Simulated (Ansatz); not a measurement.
**NaI: how the settings move a single-point run**

Question: which choices in the input matter for NaI? The cell is built on a prototype (NiAs type) and needn't be the phase found in nature.

Computed with Ansatz 0.2.0 (reference: DFT, PBE, plane waves, PAW, unless a step's input says otherwise).

## Step 1: The starting structure

It takes space group P6_3/mmc (No. 194, hexagonal). The conventional cell has a = 4.505 Å, b = 4.505 Å, c = 7.676 Å, α = 90.00°, β = 90.00°, γ = 120.00°. Around Na (site symmetry -3m) lie 6 I at 3.23 Å. I (site symmetry -6m2) is surrounded by 6 Na at 3.23 Å.

Structure file:

```cif
data_structure
_symmetry_space_group_name_H-M 'P6_3/mmc'
_symmetry_Int_Tables_number 194
_cell_length_a 4.5046
_cell_length_b 4.5046
_cell_length_c 7.6757
_cell_angle_alpha 90.000
_cell_angle_beta 90.000
_cell_angle_gamma 120.000
_cell_volume 134.89
loop_
_atom_site_label
_atom_site_type_symbol
_atom_site_symmetry_multiplicity
_atom_site_Wyckoff_symbol
_atom_site_fract_x
_atom_site_fract_y
_atom_site_fract_z
_atom_site_occupancy
Na1 Na 2 a 0.00000 0.00000 0.00000 1
I1 I 2 c 0.33333 0.66667 0.25000 1
```

## Step 2: Baseline

The input, input.yaml:

```yaml
crystal:
  lattice:
    - [4.5046454533, 0.0, 0.0]
    - [-2.2523227266, 3.9011373976, 0.0]
    - [0.0, 0.0, 7.6757022699]
  atoms:
    - { symbol: Na, position: [0.0, 0.0, 0.0] }
    - { symbol: Na, position: [0.0, 0.0, 0.5] }
    - { symbol: I, position: [0.3333333333, 0.6666666667, 0.25] }
    - { symbol: I, position: [0.6666666667, 0.3333333333, 0.75] }
kpoints:
  mp_grid: { grid: [6, 6, 2] }
hamiltonian:
  xc: pbe
scf:
  occupations: { method: fixed }
  n_extra_bands: 5
output:
  forces: true
  stress: true
  eigenvalues: true
```

Started as:

```sh
$ ansatz run input.yaml --threads 4 --pin off --max-ram 3686MiB --backend cpu --events-out ev --progress --plain --runs-dir out
```

## Step 3: Changed: exchange pbe, correlation pbe, coeff 0.3, omega 0.3

Edit input.yaml of step 2 so:

```diff
@@ -13,3 +13,3 @@
 hamiltonian:
-  xc: pbe
+  xc: { exchange: pbe, correlation: pbe, exx: { coeff: 0.3, omega: 0.3 } }
 scf:
```

Before running it: what results should come out? Wanted: for each run, ending; energy change; pressure; gap; force.

As calculated:

```tsv
run	ending	energy change	pressure (GPa)	gap (eV)	force (eV/Å)	cycles	time
reference	converged	-	0.5	3.57	0.00	10	0.67 s
1: exchange pbe, correlation pbe, coeff 0.3, omega 0.3	converged	not comparable	0.2	4.56	0.00	11	15 s
```

Residual by cycle in the longest SCF loop of each run; runs are numbered as in the table. The quantity is the density residual dr2, in eV.

```tsv
cycle	reference	run 1
1	5.7e-4	0.0146
2	5.7e-4	0.00153
3	2.9e-4	3.3e-4
4	5.9e-5	2.3e-5
5	2.4e-5	1.1e-6
6	4.1e-5	-
7	2.0e-5	-
8	1.7e-6	-
9	4.2e-7	-
10	2.6e-10	-
```

What this shows: Total energies don't compare across a change of functional; the pressure goes from 0.5 to 0.2 GPa and the gap on the mesh goes from 3.57 to 4.56 eV. The gap of the reference lacks spin-orbit coupling, though the cell holds I.
